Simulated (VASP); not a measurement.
# CdF2 (Fm-3m) in VASP: a series of runs

The runs below take CdF2 through relaxation of cell and atoms, with PBEsol, LDA.

All numbers are computed with VASP 6.6.1; they aren't measurements. Logs are shortened: lines on timing, memory, paths and dates and some standing lists are left out, and cuts for length are marked.

### Step 1. Starting point

It takes space group Fm-3m (No. 225, cubic). Conventional cell: a = 5.394 Å, b = 5.394 Å, c = 5.394 Å, α = 90.00°, β = 90.00°, γ = 90.00°. Cd (site symmetry m-3m) has 8 F at 2.34 Å as nearest neighbours. Around F (site symmetry -43m) lie 4 Cd at 2.34 Å.

### Step 2. Relaxation of cell and atoms, PBEsol

Contents of INCAR:

```
PREC     = Accurate       # precision mode
ENCUT    = 600            # plane-wave cutoff, eV
EDIFF    = 1E-7           # SCF threshold, eV
ISMEAR   = 0              # smearing method
SIGMA    = 0.03           # smearing width, eV
LREAL    = False          # projectors in reciprocal space
LASPH    = True           # aspherical terms in the spheres
NELM     = 80             # most SCF steps
ALGO     = Normal         # electronic algorithm
ISIF     = 3              # what is computed and relaxed
LWAVE    = False          # write WAVECAR
LCHARG   = False          # write CHGCAR
GGA      = PS             # functional
IBRION   = 2              # ionic algorithm
NSW      = 90             # ionic steps
EDIFFG   = -0.005         # ionic threshold
```

Contents of KPOINTS:

```
regular mesh
0
Gamma
  10 10 10
```

Contents of POSCAR:

```
CdF2                                    
1.0
    0.0000000000      2.6969680781      2.6969680781
    2.6969680781     -0.0000000000      2.6969680781
    2.6969680781      2.6969680781      0.0000000000
  Cd              F             
     1     2
Direct
     0.0000000000000000    0.0000000000000000    0.0000000000000000
     0.2500000000000000    0.2500000000000000    0.2500000000000000
     0.7500000000000000    0.7500000000000000    0.7500000000000000
```

Potentials or basis: VASP PAW PBE potentials, release 64 (Cd, F).

Launch:

```sh
cat potpaw_PBE.64/Cd/POTCAR potpaw_PBE.64/F/POTCAR > POTCAR
mpirun -np 1 vasp_std > vasp.out
```

OUTCAR:

```text
PREC = Accurate
   ENCUT = 600
   EDIFF = 1E-7
   ISMEAR = 0
   LREAL = False
   LASPH = True
   NELM = 80
   ISIF = 3
   GGA = PS
   IBRION = 2
   NSW = 90
   EDIFFG = -0.005

 ion  position               nearest neighbor table
   1  0.000  0.000  0.000-   3 2.34   3 2.34   3 2.34   2 2.34   3 2.34   2 2.34   2 2.34   2 2.34

   2  0.250  0.250  0.250-   1 2.34   1 2.34   1 2.34   1 2.34
   3  0.750  0.750  0.750-   1 2.34   1 2.34   1 2.34   1 2.34

  LATTYP: Found a face centered cubic cell.
 ALAT       =     5.3939361562

  Lattice vectors:

 A1 = (   0.0000000000,   2.6969680781,   2.6969680781)
 A2 = (   2.6969680781,   0.0000000000,   2.6969680781)
 A3 = (   2.6969680781,   2.6969680781,   0.0000000000)

Analysis of symmetry for initial positions (statically):
=====================================================================
 Subroutine PRICEL returns:
 Original cell was already a primitive cell.

 Routine SETGRP: Setting up the symmetry group for a
 face centered cubic supercell.

 Subroutine GETGRP returns: Found 48 space group operations
 (whereof 48 operations were pure point group operations)
 out of a pool of 48 trial point group operations.

The static configuration has the point symmetry O_h .

Analysis of symmetry for dynamics (positions and initial velocities):
=====================================================================
 Subroutine PRICEL returns:
 Original cell was already a primitive cell.

 Routine SETGRP: Setting up the symmetry group for a
 face centered cubic supercell.

 Subroutine GETGRP returns: Found 48 space group operations
 (whereof 48 operations were pure point group operations)
 out of a pool of 48 trial point group operations.

The dynamic configuration has the point symmetry O_h .

 Subroutine INISYM returns: Found 48 space group operations
 (whereof 48 operations are pure point group operations),
 and found     1 'primitive' translations

----------------------------------------------------------------------------------------

                                     Primitive cell

  volume of cell :      39.2335

  direct lattice vectors                    reciprocal lattice vectors
     0.000000000  2.696968078  2.696968078    -0.185393370  0.185393370  0.185393370
     2.696968078  0.000000000  2.696968078     0.185393370 -0.185393370  0.185393370
     2.696968078  2.696968078  0.000000000     0.185393370  0.185393370 -0.185393370

  length of vectors
     3.814088833  3.814088833  3.814088833     0.321110736  0.321110736  0.321110736

  position of ions in fractional coordinates (direct lattice)
     0.000000000  0.000000000  0.000000000
     0.250000000  0.250000000  0.250000000
     0.750000000  0.750000000  0.750000000

  ion indices of the primitive-cell ions
   primitive index   ion index
                 1           1
                 2           2
                 3           3

----------------------------------------------------------------------------------------

 KPOINTS: regular mesh

Automatic generation of k-mesh.
 Grid dimensions read from file:
 generate k-points for:   10   10   10

 Generating k-lattice:

  Cartesian coordinates                     Fractional coordinates (reciprocal lattice)
    -0.018539337  0.018539337  0.018539337     0.100000000  0.000000000  0.000000000
     0.018539337 -0.018539337  0.018539337     0.000000000  0.100000000  0.000000000
     0.018539337  0.018539337 -0.018539337     0.000000000  0.000000000  0.100000000

  Length of vectors
     0.032111074  0.032111074  0.032111074

  Shift w.r.t. Gamma in fractional coordinates (k-lattice)
     0.000000000  0.000000000  0.000000000

 Subroutine IBZKPT returns following result:
 ===========================================

 Found     47 irreducible k-points:

 Following reciprocal coordinates:
            Coordinates               Weight
  0.000000  0.000000  0.000000      1.000000
  0.100000  0.000000  0.000000      8.000000
  0.200000  0.000000  0.000000      8.000000
  0.300000  0.000000  0.000000      8.000000
  0.400000  0.000000  0.000000      8.000000
  0.500000  0.000000  0.000000      4.000000
[... 16 lines left out ...]
  0.300000  0.300000  0.000000      6.000000
  0.400000  0.300000  0.000000     24.000000
 [... further k-points ...]
   k-points           NKPTS =     47   k-points in BZ     NKDIM =     47   number of bands    NBANDS=     17
   number of dos      NEDOS =    301   number of ions     NIONS =      3
   total plane-waves  NPLWV =  27000
   dimension x,y,z NGX =    30 NGY =   30 NGZ =   30
   dimension x,y,z NGXF=    60 NGYF=   60 NGZF=   60
   ions per type =               1   2
   NGX,Y,Z   is equivalent  to a cutoff of  13.08, 13.08, 13.08 a.u.
   NGXF,Y,Z  is equivalent  to a cutoff of  26.15, 26.15, 26.15 a.u.
 SYSTEM =  unknown system
   PREC   = accura    normal or accurate (medium, high low for compatibility)
   ISTART =      0    job   : 0-new  1-cont  2-samecut
   ICHARG =      2    charge: 1-file 2-atom 10-const
   ISPIN  =      1    spin polarized calculation?
   LNONCOLLINEAR =      F non collinear calculations
   LSORBIT =      F    spin-orbit coupling
   LASPH  =      T    aspherical Exc in radial PAW
   ENCUT  =  600.0 eV  44.10 Ry    6.64 a.u.   7.62  7.62  7.62*2*pi/ulx,y,z
   NELM   =     80;   NELMIN=  2; NELMDL= -5     # of ELM steps
   EDIFF  = 0.1E-06   stopping-criterion for ELM
   LREAL  =      F    real-space projection
   EDIFFG = -.5E-02   stopping-criterion for IOM
   NSW    =     90    number of steps for IOM
   IBRION =      2    ionic relax: 0-MD 1-quasi-New 2-CG
   NFREE  =      1    steps in history (QN), initial steepest desc. (CG)
   ISIF   =      3    stress and relaxation
   ISYM   =      2    0-nonsym 1-usesym 2-fastsym
   POTIM  = 0.5000    time-step for ionic-motion
   TEBEG  =    0.0;   TEEND  =   0.0 temperature during run
   PSTRESS=    0.0 pullay stress
   NELECT =      26.0000    total number of electrons
   NUPDOWN=      -1.0000    fix difference up-down
   EMIN   =  10.00;   EMAX   =-10.00  energy-range for DOS
   EFERMI =   0.00;   METHOD = LEGACY
   ISMEAR =     0;   SIGMA  =   0.03  broadening in eV -4-tet -1-fermi 0-gaus
   EFERMI_NEDOS =   21; number of points for ismear=-14 and -15
   IALGO  =     38    algorithm
   IMIX   =      4    mixing-type and parameters
     AMIX     =   0.40;   BMIX     =  1.00
     AMIX_MAG =   1.60;   BMIX_MAG =  1.00
  volume/ion in A,a.u.               =      13.08        88.25
  Fermi-wavevector in a.u.,A,eV,Ry     =   1.427294  2.697195 27.717360  2.037168
  Thomas-Fermi vector in A             =   2.547479
   LORBIT       =      0    0 simple, 1 ext, 2 COOP (PROOUT), +10 PAW based schemes
   GGA     = PS    functional components
   LHFCALC =     F    Hartree Fock is set to
   AEXX    =    0.0000 exact exchange contribution
   IVDW    =     0    specifies the selected vdW correction
   LEPSILON=     F    determine dielectric tensor
   LRPA    =     F    only Hartree local field effects (RPA)
 conjugate gradient relaxation of ions
 non-spin polarized calculation
 Gauss-broadening in eV      SIGMA  =   0.03
  energy-cutoff  :      600.00
  volume of cell :       39.23
 maximum number of plane-waves:      1363
   NGX = 15   NGY = 15   NGZ = 15

 number of electron      25.9999977 magnetization

 Free energy of the ion-electron system (eV)
  ---------------------------------------------------
  ext. energy  EPLUGINS =         0.00000000
  ---------------------------------------------------
  free energy    TOTEN  =       -11.59734115 eV

  energy without entropy =      -11.59734115  energy(sigma->0) =      -11.59734115

 E-fermi :  -1.2656     XC(G=0): -10.6892

 val. band max:       -1.4784692839   @ k =  -0.3000   0.5000   0.2000
 cond. band min:       1.4224786619   @ k =   0.0000   0.0000   0.0000
 fundamental gap:      2.9009479458
 Fermi energy:        -1.2656149262

 k-point     1 :       0.0000    0.0000    0.0000
  band No.  band energies     occupation
      1     -22.1696      2.00000
      2     -21.0427      2.00000
      3      -7.0879      2.00000
      4      -7.0879      2.00000
      5      -7.0879      2.00000
      6      -5.8503      2.00000
[... 9 lines left out ...]
     16      11.0167      0.00000
     17      11.0167      0.00000

 k-point     2 :       0.1000    0.0000    0.0000
  band No.  band energies     occupation
      1     -22.1368      2.00000
      2     -21.0719      2.00000
      3      -7.0487      2.00000
      4      -7.0487      2.00000
      5      -6.9794      2.00000
      6      -5.8629      2.00000
[... 9 lines left out ...]
     16      11.1657      0.00000
     17      11.1657      0.00000

 k-point     3 :       0.2000    0.0000    0.0000
  band No.  band energies     occupation
      1     -22.0449      2.00000
      2     -21.1538      2.00000
      3      -6.9485      2.00000
      4      -6.9485      2.00000
      5      -6.6760      2.00000
      6      -5.8836      2.00000
[... 9 lines left out ...]
     16      11.5737      0.00000
     17      11.5737      0.00000

 k-point     4 :       0.3000    0.0000    0.0000
  band No.  band energies     occupation
      1     -21.9096      2.00000
      2     -21.2743      2.00000
      3      -6.8355      2.00000
      4      -6.8355      2.00000
      5      -6.2419      2.00000
      6      -5.8723      2.00000
[... 9 lines left out ...]
     16      12.1215      0.00000
     17      12.1215      0.00000
[... 343 lines left out ...]
      1     -21.8747      2.00000
      2     -21.2997      2.00000
      3      -6.7886      2.00000
      4      -6.7251      2.00000
      5      -6.1732      2.00000
      6      -6.0127      2.00000
[... 9 lines left out ...]
     16      11.3667      0.00000
     17      12.3917      0.00000

 k-point    23 :       0.3000    0.3000    0.0000
  band No.  band energies     occupation
      1     -21.8639      2.00000
      2     -21.2956      2.00000
      3      -6.5966      2.00000
      4      -6.5966      2.00000
      5      -6.4082      2.00000
      6      -6.1128      2.00000
[... 9 lines left out ...]
     16      12.1284      0.00000
     17      12.1284      0.00000

 k-point    24 :       0.4000    0.3000    0.0000
  band No.  band energies     occupation
      1     -21.7806      2.00000
      2     -21.3620      2.00000
      3      -6.5983      2.00000
      4      -6.4552      2.00000
      5      -6.3778      2.00000
      6      -5.8755      2.00000
[... 9 lines left out ...]
     16      11.7171      0.00000
     17      12.3804      0.00000

 [... further k-points ...]
[... 5 lines left out ...]
  --------------------------------------------------------------------------------------
  -------------------------------------------------------------------------------------
  Total        0.0091978      0.0091978      0.0091978      0.0000000      0.0000000     -0.0000000
  in kB        0.3756090      0.3756090      0.3756090      0.0000000      0.0000000     -0.0000000
  external PRESSURE =       0.3756090 kB  Pullay stress =       0.0000000 kB

 VOLUME and BASIS-vectors are now :
 -----------------------------------------------------------------------------
  energy-cutoff  :      600.00
  volume of cell :       39.23
      direct lattice vectors                 reciprocal lattice vectors
     0.000000000  2.696968078  2.696968078    -0.185393370  0.185393370  0.185393370
     2.696968078  0.000000000  2.696968078     0.185393370 -0.185393370  0.185393370
     2.696968078  2.696968078  0.000000000     0.185393370  0.185393370 -0.185393370

 POSITION                                       TOTAL-FORCE (eV/Angst)
 -----------------------------------------------------------------------------------
      0.00000      0.00000      0.00000         0.000000      0.000000      0.000000
      1.34848      1.34848      1.34848        -0.000000      0.000000     -0.000000
      4.04545      4.04545      4.04545         0.000000     -0.000000      0.000000
 -----------------------------------------------------------------------------------
    total drift:                                0.000000     -0.000000      0.000000

  FREE ENERGIE OF THE ION-ELECTRON SYSTEM (eV)
  ---------------------------------------------------
  free  energy   TOTEN  =       -11.5973411500 eV

  energy  without entropy=      -11.5973411500  energy(sigma->0) =      -11.59734115

 reached required accuracy - stopping structural energy minimisation
```

Run time: 40 s. Hardware: 1 thread of Intel Xeon Platinum 8488C (Sapphire Rapids), shared host; peak memory 0.18 GiB.

Results:

```yaml
Free_energy: -11.5973 eV
Pressure_after_relaxing: 0.0 GPa
Band_gap_on_the_k_mesh: 2.90 eV, indirect (least direct gap 3.39 eV)
```

Final structure:
```cif
data_structure
_symmetry_space_group_name_H-M 'P 1'
_symmetry_Int_Tables_number 1
_cell_length_a 3.8141
_cell_length_b 3.8141
_cell_length_c 3.8141
_cell_angle_alpha 60.000
_cell_angle_beta 60.000
_cell_angle_gamma 60.000
_cell_volume 39.23
loop_
_atom_site_label
_atom_site_type_symbol
_atom_site_fract_x
_atom_site_fract_y
_atom_site_fract_z
_atom_site_occupancy
Cd1 Cd 0.00000 0.00000 0.00000 1
F1 F 0.25000 0.25000 0.25000 1
F2 F 0.75000 0.75000 0.75000 1
```

Caveat: the relaxation stopped at its first step, so nothing moved; the PAW data sets were made with another functional, which shifts forces and pressure a little. A k mesh can miss the band edges.

(Continued in part 2 of 2.)
